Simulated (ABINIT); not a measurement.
Runs of ABINIT 10.8.3 (patched build) on AlNi3. The structure is cubic, space group Pm-3m (No. 221). The conventional cell has a = 3.523 Å, b = 3.523 Å, c = 3.523 Å, α = 90.00°, β = 90.00°, γ = 90.00°. Around Ni (site symmetry 4/mmm) lie 8 Ni at 2.49 Å and 4 Al at 2.49 Å. Al (site symmetry m-3m) has 12 Ni at 2.49 Å as nearest neighbours. The cell is a database's computed one.

```tsv
task	level	potentials or basis	k mesh	cutoff (eV)	fine-grid cutoff	mesh quality	gap on the mesh (eV)	pressure (GPa)	moment (μB)
single point	PBE	JTH PAW PBE v2.0	3 × 3 × 3	1116	1714.32 eV	coarse	none	8.8	0.38
band structure	PBEsol	JTH PAW PBE v2.0	5 × 5 × 5	1116	1714.32 eV	not flagged	none	(a)	0.41
single point	PBE	JTH PAW PBE v2.0	8 × 8 × 8	1116	1714.32 eV	not flagged	none	7.9	0.70
single point	PBEsol	JTH PAW PBE v2.0	3 × 3 × 3	1116	1714.32 eV	coarse	none	1.2	(b)
single point	LDA	JTH PAW LDA v2.0	5 × 5 × 5	816	1414.99 eV	not flagged	none	-	0.08
```

Alike in all rows: spin collinear, ferromagnetic start; cell as given; smearing fermi-dirac 0.05 eV.

Question: Fill in the values left out.

Answer: (a) -0.1; (b) 0.35.

Caveats: some runs use coarse meshes; small starting moments can end in a higher magnetic state in this program; the PAW data sets were made with another functional, which shifts forces and pressure a little (some runs).

A k mesh can miss the band edges.

A gap of «none» marks a metal or a gap under the smearing width.

Not every run made on this cell is shown here.
